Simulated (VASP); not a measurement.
Crystal: NiO.

```
Ni O
1.0
     0.00000    2.09131    2.09131
     2.09131    0.00000    2.09131
     2.09131    2.09131    0.00000
Ni O
1 1
Direct
  0.00000 0.00000 0.00000
  0.50000 0.50000 0.50000
```

```yaml
Program: VASP 6.6.1
Task: relaxation of cell and atoms
Functional: PBE
Potentials_or_basis: VASP PAW PBE potentials, release 64 (Ni, O)
Cutoff: 900 eV
k_mesh: 8 × 8 × 8
Occupations: fermi-dirac, width 0.05 eV
Spin: collinear spin, ferromagnetic start
Starting_moments: "[1.0, 0.0] μB"
```

At the start: pressure 4.9 GPa; volume 9.15 Å³/atom.

**Question.** Where does the relaxation end?

**Answer.** Over 3 steps the energy falls by 3.5 meV/atom and the volume is 9.38 Å³/atom (+2.6 %); space group Fm-3m (No. 225, to 0.05 Å); moment 1.83 μB per cell.

Step by step:
```
step  energy change (eV)  largest force (eV/Å)  pressure (GPa)  volume (Å³)
   1              0.0000                0.0000            4.86        18.29
   2             -0.0049                0.0000           -2.52        19.04
   3             -0.0070                0.0000            0.02        18.77
```

Final structure:
```yaml
crystal:
  lattice:
    - [0.00000, 2.10921, 2.10921]
    - [2.10921, 0.00000, 2.10921]
    - [2.10921, 2.10921, 0.00000]
  atoms:
    - { symbol: Ni, position: [0.00000, 0.00000, 0.00000] }
    - { symbol: O, position: [0.50000, 0.50000, 0.50000] }
```

Caveat: a cell with one magnetic atom can't hold antiferromagnetic order, which such compounds often take.
